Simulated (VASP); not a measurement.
Wanted: the native input for a VASP 6.6.1 run.

| Quantity | Value |
| --- | --- |
| Task | relaxation of cell and atoms |
| Functional | PBE |
| Potentials or basis | VASP PAW PBE potentials, release 64 (Ti_sv, Pt) |
| Cutoff | 600 eV |
| k mesh | 10 × 10 × 10 |
| Occupations | gaussian, width 0.1 eV |
| Spin | no spin polarisation |
| Dipole correction | no |
| Further INCAR settings | ALGO = Fast; EDIFF = 1e-06; IBRION = 2; EDIFFG = -0.005; NSW = 100; ISIF = 3 |

The structure of TiPt3 lies in POSCAR:

```
TiPt3
1.0
    3.9481842894      0.0000000000      0.0000000000
    0.0000000000      3.9481842894      0.0000000000
    0.0000000000      0.0000000000      3.9481842894
Ti Pt
1 3
Direct
    0.0000000000      0.0000000000      0.0000000000
    0.0000000000      0.5000000000      0.5000000000
    0.5000000000      0.0000000000      0.5000000000
    0.5000000000      0.5000000000      0.0000000000
```

One way to write it, as run:

INCAR

```
ALGO = Fast
EDIFF = 1E-6
EDIFFG = -0.005
ENCUT = 600
GGA = PE
IBRION = 2
ISIF = 3
ISMEAR = 0
LASPH = True
LCHARG = False
LREAL = False
LWAVE = False
NELM = 100
NSW = 100
PREC = Accurate
SIGMA = 0.1
```

KPOINTS

```
k-points
0
Gamma
  10 10 10
```

Potentials or basis: VASP PAW PBE potentials, release 64 (Ti_sv, Pt).

Command:

```bash
$ cat potpaw_PBE.64/Ti_sv/POTCAR potpaw_PBE.64/Pt/POTCAR > POTCAR
$ mpirun -np 1 vasp_std > vasp.out
```

Results of the run:

```
Relaxed volume                         : 15.37 Å³/atom
Relaxed cell                           : a = 3.947 Å, b = 3.947 Å, c = 3.947 Å, α = 90.00°, β = 90.00°, γ = 90.00°
Space group after relaxing (to 0.05 Å) : Pm-3m (No. 221)
Energy gained by relaxing              : 0.0 meV/atom
Ionic steps                            : 3
Pressure after relaxing                : 0.0 GPa
Band gap on the k mesh                 : none (metal or under the smearing width)
```

Run time: 2.5 min on 1 thread of Intel(R) Xeon(R) Platinum 8488C (Sapphire Rapids), on a shared host, peak memory 0.26 GiB.
